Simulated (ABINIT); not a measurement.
Runs of ABINIT 10.8.3 (patched build) on NiO. It takes space group Fm-3m (No. 225, cubic). The conventional cell has a = 4.172 Å, b = 4.172 Å, c = 4.172 Å, α = 90.00°, β = 90.00°, γ = 90.00°. Around Ni (site symmetry m-3m) lie 6 O at 2.09 Å. O (site symmetry m-3m) has 6 Ni at 2.09 Å as nearest neighbours. 

```csv
task,level,potentials or basis,U,k mesh,cutoff (eV),double counting (usepawu),occupation projector (dmatpuopt),perturbed atom,perturbed element,parameter computed,mesh quality,gap on the mesh (eV),pressure (GPa),moment (μB)
Hubbard U by linear response,LDA+U,JTH PAW LDA v2.0,Ni d U = 0 eV,6 × 6 × 6,680,1,3,1,Ni,U,coarse,none,-,0.00
optical spectrum,LDA,PseudoDojo NC SR LDA v0.4.1 standard,-,"8 × 8 × 8, with 4 shifts",1225,-,-,-,-,-,not flagged,-,-20.7,0.58
single point,PBEsol,PseudoDojo NC SR PBEsol v0.4.1 standard,-,8 × 8 × 8,1225,-,-,-,-,-,not flagged,none,(a),1.69
single point,LDA,PseudoDojo NC SR LDA v0.4.1 standard,-,8 × 8 × 8,1225,-,-,-,-,-,not flagged,none,-20.4,(b)
```

Alike in all rows: spin collinear, ferromagnetic start; cell as given; smearing fermi-dirac 0.05 eV.

**Question.** Fill in the values left out.

**Answer.** (a) -6.2; (b) 0.73.

Caveats: some runs use coarse meshes; small starting moments can end in a higher magnetic state in this program (some runs); a cell with one magnetic atom can't hold antiferromagnetic order, which such compounds often take (some runs); so large a pressure means that the cell lies far from this level's equilibrium, or that cutoff or potentials fall short (some runs); semilocal functionals often make such compounds metallic where correlation or magnetic order opens a gap, which also shifts bond lengths (some runs); the shifted atom has its images in every cell, so this scalar value isn't converged in cell size and belongs to these projectors alone (some runs); the starting moments collapsed, and a magnetic state may lie lower (some runs); the intraband (Drude) term is left out (some runs).

A gap of «none» marks a metal or a gap under the smearing width.

Runs at the PBE level aren't shown here.
